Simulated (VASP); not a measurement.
# C in VASP: settings compared

One slab, C, is run at these levels: PBE, LDA; tasks: atomic charges, electron localisation function, relaxation of cell and atoms.

Everything below comes from runs of VASP 6.6.1. Logs are shortened: lines on timing, memory, paths and dates and some standing lists are left out, and cuts for length are marked.

## 1. Starting point

The cell holds a slab with vacuum, 4 atoms: a = 2.456 Å, b = 2.456 Å, c = 24.134 Å, α = 90.00°, β = 90.00°, γ = 120.00°.

The slab is cut from a database's or a generator's crystal, which needn't be the stable form of the element.

## 2. Atomic charges, PBE

Contents of INCAR:

```
  PREC = Accurate
  ENCUT = 520
  EDIFF = 1E-7
  ISMEAR = 0
  SIGMA = 0.02
  LREAL = F
  LASPH = T
  NELM = 80
  ALGO = Fast
  ISIF = 2
  LWAVE = F
  LCHARG = F
  GGA = PE
  LORBIT = 11
```

Contents of KPOINTS:

```
regular mesh
0
Gamma
  12 12 2
```

Contents of POSCAR:

```
C
1.0
    2.4562275060      0.0000000000      0.0000000000
   -1.2281137530      2.1271554177      0.0000000000
    0.0000000000      0.0000000000     24.1339601687
C
4
Direct
    0.6666666667      0.3333333333      0.5704754400
    0.3333333333      0.6666666667      0.4295245600
    0.0000000000      0.0000000000      0.4295312300
    0.0000000000      0.0000000000      0.5704687700
```

Potentials or basis: VASP PAW PBE potentials, release 64 (C).

Started as:

```bash
cat potpaw_PBE.64/C/POTCAR > POTCAR
mpirun -np 1 vasp_std > vasp.out
```

OUTCAR:

```text
PREC = Accurate
   ENCUT = 520
   EDIFF = 1E-7
   ISMEAR = 0
   LREAL = F
   LASPH = T
   NELM = 80
   ISIF = 2
   GGA = PE
   LORBIT = 11

 ion  position               nearest neighbor table
   1  0.667  0.333  0.570-   4 1.42   4 1.42   4 1.42
   2  0.333  0.667  0.430-   3 1.42   3 1.42   3 1.42
   3  0.000  0.000  0.430-   2 1.42   2 1.42   2 1.42
   4  0.000  0.000  0.570-   1 1.42   1 1.42   1 1.42

  LATTYP: Found a hexagonal cell.
 ALAT       =     2.4562275060
 C/A-ratio  =     9.8256208392

  Lattice vectors:

 A1 = (   2.4562275060,   0.0000000000,   0.0000000000)
 A2 = (  -1.2281137530,   2.1271554177,   0.0000000000)
 A3 = (   0.0000000000,   0.0000000000,  24.1339601687)

Analysis of symmetry for initial positions (statically):
=====================================================================
 Subroutine PRICEL returns:
 Original cell was already a primitive cell.

 Routine SETGRP: Setting up the symmetry group for a
 hexagonal supercell.

 Subroutine GETGRP returns: Found 12 space group operations
 (whereof 12 operations were pure point group operations)
 out of a pool of 24 trial point group operations.

The static configuration has the point symmetry D_3d.

Analysis of symmetry for dynamics (positions and initial velocities):
=====================================================================
 Subroutine PRICEL returns:
 Original cell was already a primitive cell.

 Routine SETGRP: Setting up the symmetry group for a
 hexagonal supercell.

 Subroutine GETGRP returns: Found 12 space group operations
 (whereof 12 operations were pure point group operations)
 out of a pool of 24 trial point group operations.

The dynamic configuration has the point symmetry D_3d.

 Subroutine INISYM returns: Found 12 space group operations
 (whereof 12 operations are pure point group operations),
 and found     1 'primitive' translations

----------------------------------------------------------------------------------------

                                     Primitive cell

  volume of cell :     126.0946

  direct lattice vectors                    reciprocal lattice vectors
     2.456227506  0.000000000  0.000000000     0.407128410  0.235055697  0.000000000
    -1.228113753  2.127155418  0.000000000     0.000000000  0.470111395  0.000000000
     0.000000000  0.000000000 24.133960169     0.000000000  0.000000000  0.041435388

  length of vectors
     2.456227506  2.456227506 24.133960169     0.470111395  0.470111395  0.041435388

  position of ions in fractional coordinates (direct lattice)
     0.666666667  0.333333333  0.570475440
     0.333333333  0.666666667  0.429524560
     0.000000000  0.000000000  0.429531230
     0.000000000  0.000000000  0.570468770

  ion indices of the primitive-cell ions
   primitive index   ion index
                 1           1
                 2           2
                 3           3
                 4           4

----------------------------------------------------------------------------------------

 KPOINTS: regular mesh

Automatic generation of k-mesh.
 Grid dimensions read from file:
 generate k-points for:   12   12    2

 Generating k-lattice:

  Cartesian coordinates                     Fractional coordinates (reciprocal lattice)
     0.033927368  0.019587975  0.000000000     0.083333333  0.000000000  0.000000000
     0.000000000  0.039175950  0.000000000     0.000000000  0.083333333  0.000000000
     0.000000000  0.000000000  0.020717694     0.000000000  0.000000000  0.500000000

  Length of vectors
     0.039175950  0.039175950  0.020717694

  Shift w.r.t. Gamma in fractional coordinates (k-lattice)
     0.000000000  0.000000000  0.000000000

 Subroutine IBZKPT returns following result:
 ===========================================

 Found     38 irreducible k-points:

 Following reciprocal coordinates:
            Coordinates               Weight
  0.000000  0.000000  0.000000      1.000000
  0.083333  0.000000  0.000000      6.000000
  0.166667 -0.000000  0.000000      6.000000
  0.250000 -0.000000  0.000000      6.000000
  0.333333 -0.000000  0.000000      6.000000
  0.416667  0.000000  0.000000      6.000000
[... 16 lines left out ...]
  0.250000 -0.000000  0.500000      6.000000
  0.333333 -0.000000  0.500000      6.000000
 [... further k-points ...]
   k-points           NKPTS =     38   k-points in BZ     NKDIM =     38   number of bands    NBANDS=     12
   number of dos      NEDOS =    301   number of ions     NIONS =      4
   total plane-waves  NPLWV =  58320
   dimension x,y,z NGX =    18 NGY =   18 NGZ =  180
   dimension x,y,z NGXF=    36 NGYF=   36 NGZF=  360
   ions per type =               4
   NGX,Y,Z   is equivalent  to a cutoff of  12.18, 12.18, 12.40 a.u.
   NGXF,Y,Z  is equivalent  to a cutoff of  24.37, 24.37, 24.80 a.u.
 SYSTEM =  unknown system
   PREC   = accura    normal or accurate (medium, high low for compatibility)
   ISTART =      0    job   : 0-new  1-cont  2-samecut
   ICHARG =      2    charge: 1-file 2-atom 10-const
   ISPIN  =      1    spin polarized calculation?
   LNONCOLLINEAR =      F non collinear calculations
   LSORBIT =      F    spin-orbit coupling
   LASPH  =      T    aspherical Exc in radial PAW
   ENCUT  =  520.0 eV  38.22 Ry    6.18 a.u.   4.57  4.57 44.87*2*pi/ulx,y,z
   NELM   =     80;   NELMIN=  2; NELMDL= -5     # of ELM steps
   EDIFF  = 0.1E-06   stopping-criterion for ELM
   LREAL  =      F    real-space projection
   EDIFFG = 0.1E-05   stopping-criterion for IOM
   NSW    =      0    number of steps for IOM
   IBRION =     -1    ionic relax: 0-MD 1-quasi-New 2-CG
   NFREE  =      0    steps in history (QN), initial steepest desc. (CG)
   ISIF   =      2    stress and relaxation
   ISYM   =      2    0-nonsym 1-usesym 2-fastsym
   POTIM  = 0.5000    time-step for ionic-motion
   TEBEG  =    0.0;   TEEND  =   0.0 temperature during run
   PSTRESS=    0.0 pullay stress
   NELECT =      16.0000    total number of electrons
   NUPDOWN=      -1.0000    fix difference up-down
   EMIN   =  10.00;   EMAX   =-10.00  energy-range for DOS
   EFERMI =   0.00;   METHOD = LEGACY
   ISMEAR =     0;   SIGMA  =   0.02  broadening in eV -4-tet -1-fermi 0-gaus
   EFERMI_NEDOS =   21; number of points for ismear=-14 and -15
   IALGO  =     68    algorithm
   IMIX   =      4    mixing-type and parameters
     AMIX     =   0.40;   BMIX     =  1.00
     AMIX_MAG =   1.60;   BMIX_MAG =  1.00
  volume/ion in A,a.u.               =      31.52       212.73
  Fermi-wavevector in a.u.,A,eV,Ry     =   0.822652  1.554586  9.207823  0.676756
  Thomas-Fermi vector in A             =   1.934024
   LORBIT       =     11    0 simple, 1 ext, 2 COOP (PROOUT), +10 PAW based schemes
   GGA     = PE    functional components
   LHFCALC =     F    Hartree Fock is set to
   AEXX    =    0.0000 exact exchange contribution
   IVDW    =     0    specifies the selected vdW correction
   LEPSILON=     F    determine dielectric tensor
   LRPA    =     F    only Hartree local field effects (RPA)
 non-spin polarized calculation
 RMM-DIIS sequential band-by-band and
 Gauss-broadening in eV      SIGMA  =   0.02
  energy-cutoff  :      520.00
  volume of cell :      126.09
 maximum number of plane-waves:      3452
   NGX =  9   NGY =  9   NGZ = 89

 number of electron      15.9999996 magnetization

 Free energy of the ion-electron system (eV)
  ---------------------------------------------------
  ext. energy  EPLUGINS =         0.00000000
  ---------------------------------------------------
  free energy    TOTEN  =       -36.86639906 eV

  energy without entropy =      -36.86608562  energy(sigma->0) =      -36.86624234

 E-fermi :  -1.7387     XC(G=0):  -3.2411

 val. band max:       -1.7387501375   @ k =   0.3333   0.3333   0.0000
 cond. band min:      -1.7387414040   @ k =   0.3333   0.3333   0.5000
 fundamental gap:      0.0000087335
 Fermi energy:        -1.7387457708

 k-point     1 :       0.0000    0.0000    0.0000
  band No.  band energies     occupation
      1     -21.4100      2.00000
      2     -21.2756      2.00000
      3      -9.8669      2.00000
      4      -8.9623      2.00000
      5      -4.7659      2.00000
      6      -4.7659      2.00000
      7      -4.7581      2.00000
      8      -4.7581      2.00000
      9       1.6568      0.00000
     10       2.0210      0.00000
     11       2.8502      0.00000
     12       6.6637      0.00000

 k-point     2 :       0.0833    0.0000    0.0000
  band No.  band energies     occupation
      1     -21.2440      2.00000
      2     -21.1110      2.00000
      3      -9.6666      2.00000
      4      -8.7678      2.00000
      5      -5.4233      2.00000
      6      -5.4089      2.00000
      7      -5.1107      2.00000
      8      -5.0986      2.00000
      9       1.9982      0.00000
     10       2.2464      0.00000
     11       6.7289      0.00000
     12       6.8746      0.00000

 k-point     3 :       0.1667   -0.0000    0.0000
  band No.  band energies     occupation
      1     -20.7480      2.00000
      2     -20.6191      2.00000
      3      -9.0704      2.00000
      4      -8.1904      2.00000
      5      -7.0773      2.00000
      6      -7.0493      2.00000
      7      -5.9149      2.00000
      8      -5.8975      2.00000
      9       2.6140      0.00000
     10       2.9214      0.00000
     11       6.6491      0.00000
     12       6.7317      0.00000
[... 286 lines left out ...]
 k-point    23 :       0.2500   -0.0000    0.5000
  band No.  band energies     occupation
      1     -19.9277      2.00000
      2     -19.8056      2.00000
      3      -9.1968      2.00000
      4      -9.1534      2.00000
      5      -8.0956      2.00000
      6      -7.2512      2.00000
      7      -6.8054      2.00000
      8      -6.7848      2.00000
      9       3.6773      0.00000
     10       5.4659      0.00000
     11       6.2833      0.00000
     12       6.4279      0.00000

 k-point    24 :       0.3333   -0.0000    0.5000
  band No.  band energies     occupation
      1     -18.7954      2.00000
      2     -18.6825      2.00000
      3     -11.4228      2.00000
      4     -11.3640      2.00000
      5      -7.5468      2.00000
      6      -7.5243      2.00000
      7      -6.7869      2.00000
      8      -6.0074      2.00000
      9       3.0146      0.00000
     10       3.4368      0.00000
     11       5.9970      0.00000
     12       6.1489      0.00000

 [... further k-points ...]
[... 5 lines left out ...]
  --------------------------------------------------------------------------------------
  -------------------------------------------------------------------------------------
  Total        1.2858339      1.2858339      0.2857229      0.0000000     -0.0000000      0.0000000
  in kB       16.3380053     16.3380053      3.6304400      0.0000000     -0.0000000      0.0000000
  external PRESSURE =      12.1021502 kB  Pullay stress =       0.0000000 kB

 VOLUME and BASIS-vectors are now :
 -----------------------------------------------------------------------------
  energy-cutoff  :      520.00
  volume of cell :      126.09
      direct lattice vectors                 reciprocal lattice vectors
     2.456227506  0.000000000  0.000000000     0.407128410  0.235055697  0.000000000
    -1.228113753  2.127155418  0.000000000     0.000000000  0.470111395  0.000000000
     0.000000000  0.000000000 24.133960169     0.000000000  0.000000000  0.041435388

 POSITION                                       TOTAL-FORCE (eV/Angst)
 -----------------------------------------------------------------------------------
      1.22811      0.70905     13.76783         0.000000     -0.000000      0.054333
     -0.00000      1.41810     10.36613         0.000000      0.000000     -0.054333
      0.00000      0.00000     10.36629        -0.000000      0.000000     -0.036042
      0.00000      0.00000     13.76767        -0.000000     -0.000000      0.036042
 -----------------------------------------------------------------------------------
    total drift:                               -0.000000      0.000000      0.000000

  FREE ENERGIE OF THE ION-ELECTRON SYSTEM (eV)
  ---------------------------------------------------
  free  energy   TOTEN  =       -36.8663990593 eV

  energy  without entropy=      -36.8660856207  energy(sigma->0) =      -36.86624234

 total charge

# of ion       s       p       d       tot
------------------------------------------
    1        0.866   1.799   0.000   2.665
    2        0.866   1.799   0.000   2.665
    3        0.866   1.798   0.000   2.664
    4        0.866   1.798   0.000   2.664
--------------------------------------------------
tot          3.463   7.194   0.000  10.657
```

It took 42 s on 1 thread of Intel Xeon 6975P-C (Granite Rapids), shared host; peak memory 0.23 GiB.

What came out:

* Free energy: -36.8664 eV
* Largest force: 0.054 eV/Å
* Band gap on the k mesh: none (metal or under the smearing width)
* Valence electrons inside the program's atomic spheres: C 2.67, 2.66

Forces on the atoms (eV/Å):
```
C    0.000  0.000  0.054
C    0.000  0.000 -0.054
C    0.000  0.000 -0.036
C    0.000  0.000  0.036
```

Levels at points of the mesh, in eV from the Fermi level:
```tsv
k point	band 6	band 7	band 8	band 9	band 10	band 11
(0.00, 0.00, 0.00)	-3.03	-3.02	-3.02	3.40	3.76	4.59
(0.50, 0.00, 0.00)	-6.43	-2.56	-2.23	1.55	1.88	7.41
(0.00, 0.00, 0.50)	-3.03	-3.02	-3.02	3.39	3.75	4.93
(0.50, 0.00, 0.50)	-6.43	-2.56	-2.23	1.55	1.88	7.41
```

## 3. Electron localisation function, PBE

Contents of INCAR:

```
ALGO = Fast
EDIFF = 1E-7
ENCUT = 520
GGA = PE
ISIF = 2
ISMEAR = 0
LASPH = T
LCHARG = T
LELF = T
LREAL = F
LWAVE = F
NELM = 80
PREC = Accurate
SIGMA = 0.02
```

Contents of KPOINTS:

```
k-points
0
Gamma
  12 12 2
```

POSCAR is that of step 2.

Potentials or basis: VASP PAW PBE potentials, release 64 (C).

Started as:

```bash
cat potpaw_PBE.64/C/POTCAR > POTCAR
mpirun -np 1 vasp_std > vasp.out
```

OUTCAR:

```text
EDIFF = 1E-7
   ENCUT = 520
   GGA = PE
   ISIF = 2
   ISMEAR = 0
   LASPH = T
   LREAL = F
   NELM = 80
   PREC = Accurate

 ion  position               nearest neighbor table
   1  0.667  0.333  0.570-   4 1.42   4 1.42   4 1.42
   2  0.333  0.667  0.430-   3 1.42   3 1.42   3 1.42
   3  0.000  0.000  0.430-   2 1.42   2 1.42   2 1.42
   4  0.000  0.000  0.570-   1 1.42   1 1.42   1 1.42

  LATTYP: Found a hexagonal cell.
 ALAT       =     2.4562275060
 C/A-ratio  =     9.8256208392

  Lattice vectors:

 A1 = (   2.4562275060,   0.0000000000,   0.0000000000)
 A2 = (  -1.2281137530,   2.1271554177,   0.0000000000)
 A3 = (   0.0000000000,   0.0000000000,  24.1339601687)

Analysis of symmetry for initial positions (statically):
=====================================================================
 Subroutine PRICEL returns:
 Original cell was already a primitive cell.

 Routine SETGRP: Setting up the symmetry group for a
 hexagonal supercell.

 Subroutine GETGRP returns: Found 12 space group operations
[... 176 lines left out ...]
 Fermi energy:        -1.7387457708

 k-point     1 :       0.0000    0.0000    0.0000
  band No.  band energies     occupation
      1     -21.4100      2.00000
      2     -21.2756      2.00000
      3      -9.8669      2.00000
      4      -8.9623      2.00000
      5      -4.7659      2.00000
      6      -4.7659      2.00000
      7      -4.7581      2.00000
      8      -4.7581      2.00000
      9       1.6568      0.00000
     10       2.0210      0.00000
     11       2.8502      0.00000
     12       6.6637      0.00000
[... 331 lines left out ...]
 k-point    24 :       0.3333   -0.0000    0.5000
  band No.  band energies     occupation
      1     -18.7954      2.00000
      2     -18.6825      2.00000
      3     -11.4228      2.00000
      4     -11.3640      2.00000
      5      -7.5468      2.00000
      6      -7.5243      2.00000
      7      -6.7869      2.00000
      8      -6.0074      2.00000
      9       3.0146      0.00000
     10       3.4368      0.00000
     11       5.9970      0.00000
     12       6.1489      0.00000

 [... further k-points ...]
[... 5 lines left out ...]
  --------------------------------------------------------------------------------------
  -------------------------------------------------------------------------------------
  Total        1.2858339      1.2858339      0.2857229      0.0000000     -0.0000000      0.0000000
  in kB       16.3380053     16.3380053      3.6304400      0.0000000     -0.0000000      0.0000000
  external PRESSURE =      12.1021502 kB  Pullay stress =       0.0000000 kB

 VOLUME and BASIS-vectors are now :
 -----------------------------------------------------------------------------
  energy-cutoff  :      520.00
  volume of cell :      126.09
      direct lattice vectors                 reciprocal lattice vectors
     2.456227506  0.000000000  0.000000000     0.407128410  0.235055697  0.000000000
    -1.228113753  2.127155418  0.000000000     0.000000000  0.470111395  0.000000000
     0.000000000  0.000000000 24.133960169     0.000000000  0.000000000  0.041435388

 POSITION                                       TOTAL-FORCE (eV/Angst)
 -----------------------------------------------------------------------------------
      1.22811      0.70905     13.76783         0.000000     -0.000000      0.054333
     -0.00000      1.41810     10.36613         0.000000      0.000000     -0.054333
      0.00000      0.00000     10.36629        -0.000000      0.000000     -0.036042
      0.00000      0.00000     13.76767        -0.000000     -0.000000      0.036042
 -----------------------------------------------------------------------------------
    total drift:                               -0.000000      0.000000      0.000000

  FREE ENERGIE OF THE ION-ELECTRON SYSTEM (eV)
  ---------------------------------------------------
  free  energy   TOTEN  =       -36.8663990593 eV

  energy  without entropy=      -36.8660856207  energy(sigma->0) =      -36.86624234
```

OSZICAR:

```text
N       E                     dE             d eps       ncg     rms          rms(c)
DAV:   1     0.125092868551E+03    0.12509E+03   -0.65130E+03   936   0.103E+03
DAV:   2    -0.249814836759E+02   -0.15007E+03   -0.13457E+03  1516   0.218E+02
DAV:   3    -0.390421592400E+02   -0.14061E+02   -0.13933E+02  1144   0.821E+01
[... 18 lines left out ...]
RMM:  22    -0.368663981772E+02   -0.33306E-06   -0.58005E-08   783   0.171E-03    0.142E-04
RMM:  23    -0.368663987304E+02   -0.55315E-06   -0.47528E-08   808   0.140E-03    0.214E-04
RMM:  24    -0.368663988543E+02   -0.12395E-06   -0.73842E-09   588   0.669E-04    0.501E-05
RMM:  25    -0.368663990323E+02   -0.17797E-06   -0.19570E-09   511   0.544E-04    0.307E-05
RMM:  26    -0.368663990593E+02   -0.27012E-07   -0.35138E-10   438   0.480E-04
   1 F= -.36866399E+02 E0= -.36866242E+02  d E =-.313439E-03
```

stdout:

```text
POSCAR found type information on POSCAR C
 POSCAR found :  1 types and       4 ions
 scaLAPACK will be used
 LDA part: xc-table for (Slater+PW92), standard interpolation
 POSCAR, INCAR and KPOINTS ok, starting setup
 FFT: planning ... GRIDC
 FFT: planning ... GRID_SOFT
 FFT: planning ... GRID
 WAVECAR not read
 entering main loop
```

Run time: 53 s. Hardware: 1 thread of Intel Xeon 6975P-C (Granite Rapids), shared host; peak memory 0.23 GiB.

Results:

| Item | Value |
| --- | --- |
| Free energy | -36.8664 eV |
| Largest force | 0.054 eV/Å |
| Band gap on the k mesh | none (metal or under the smearing width) |

Forces on the atoms (eV/Å):
```
C    0.000  0.000  0.054
C    0.000  0.000 -0.054
C    0.000  0.000 -0.036
C    0.000  0.000  0.036
```

[end of part 1 of 2]
